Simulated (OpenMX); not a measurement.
ZnS under changes of volume

One of the cells (19.727 Å³/atom); the others are scaled copies at fixed shape and fractional positions:

```
Zn S
1.0
     0.00000    2.70200    2.70200
     2.70200    0.00000    2.70200
     2.70200    2.70200    0.00000
Zn S
1 1
Direct
  0.75000 0.75000 0.75000
  0.00000 0.00000 0.00000
```

* Program: OpenMX 3.8.5
* Functional: PBE
* Potentials or basis: OpenMX 2013 PBE set, Zn6.0H-s3p2d2f1, S7.0-s3p2d2f1, fixed grid of 42 × 42 × 42 points
* k mesh: 9 × 9 × 9
* Occupations: fermi-dirac, width 0.05 eV
* Spin: no spin polarisation

| volume (Å³/atom) | energy over the lowest point (meV/atom) | gap on the mesh (eV) |
| --- | --- | --- |
| 18.543 | 72.57 | 2.54 |
| 18.938 | 49.65 | 2.44 |
| 19.332 | 31.47 | 2.34 |
| 19.727 | 17.78 | 2.25 |
| 20.121 | 8.48 | 2.16 |
| 20.516 | ? | ? |
| 20.910 | 0.00 | 1.98 |

What does the run at 20.516 Å³/atom give?

Energy over the lowest point 2.61 meV/atom; gap on the mesh 2.07 eV.

Worked out: A Birch-Murnaghan fit of order 3 (a polynomial in V^(-2/3)) to the other rows has its minimum at 21.03 Å³/atom, just outside them, with B0 = V·E''(V) = 64 GPa and B' = 4.1. It gives 2.52 meV/atom at 20.516 Å³/atom, against the run's 2.61. A straight line through the other rows of the gap, of slope -4.65 eV per unit of ln V (its deformation potential), gives 2.07 eV, against the run's 2.07.

Energies are extrapolated to zero smearing.

Caveats: the basis of atomic orbitals isn't converged, which shifts pressures, moduli and gaps.
